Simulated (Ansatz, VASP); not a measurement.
# Two plane-wave programs on Bi

```
Bi
1.0
     3.23838    0.00000    0.00000
     0.00000    3.22164    0.00000
     0.00000    0.00000   21.66039
Bi
4
Direct
  0.38598 0.00000 0.29028
  0.61183 0.00000 0.42558
  0.33849 0.00000 0.57442
  0.56432 0.00000 0.70972
```

Alike in both runs: functional LDA; k mesh 5 × 5 × 1; occupations fermi-dirac, width 0.1 eV; no spin polarisation.

Ansatz relaxed the structure, and its values are those at the end. VASP's run is a single point on that final structure, the one shown.

```csv
,VASP,Ansatz
version,VASP 6.6.1,Ansatz 0.2.0
potentials or method,"VASP PAW LDA potentials, release 64 (Bi_d)","plane waves, PAW"
plane-wave cutoff (eV),520,450
valence electrons in the cell,60,60
```

VASP gave:

```
rms of the force components (eV/Å) : 0.010
```

Q: Which values does Ansatz return?

A: rms of the force components (eV/Å): 0.001.

Ansatz warned: «vacuum_density_over_bound».

Caveats: the k mesh is coarse (spacing up to 0.39 Å⁻¹), so the values aren't converged.
